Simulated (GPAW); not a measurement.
LiCl:

```xyz
2
Lattice="0.0000 2.5648 2.5648 2.5648 0.0000 2.5648 2.5648 2.5648 0.0000" Properties=species:S:1:pos:R:3 pbc="T T T"
Cl    2.5648    2.5648    2.5648
Li    0.0000    0.0000    0.0000
```

Base run:

| Item | Value |
| --- | --- |
| Program | GPAW 26.7.0 |
| Functional | PBEsol |
| Potentials or basis | PAW data sets generated in the run's folder for this functional |
| Cutoff | 800 eV |
| Basis | pw |
| k mesh | 9 × 9 × 9 |
| Occupations | fermi-dirac, width 0.05 eV |
| Spin | no spin polarisation |

Its results: band gap on the k mesh 6.12 eV, direct; pressure -1.2 GPa.

Q: After a change of settings the same cell gave: band gap on the k mesh 6.34 eV, direct; pressure 0.8 GPa. Which change was it?
A. functional from PBEsol to RPBE; potentials or basis from PAW data sets generated in the run's folder for this functional to the program's PAW data sets (release 1.2.1) made for this functional
B. functional from PBEsol to BP86; k mesh from 9 × 9 × 9 to 7 × 7 × 7
C. functional from PBEsol to OLYP; k mesh from 9 × 9 × 9 to 7 × 7 × 7
D. functional from PBEsol to BLYP

A: B.

Caveats: an odd mesh through Γ misses points on the zone boundary, where band edges often lie (some runs).

Not every run made on this cell is shown here.
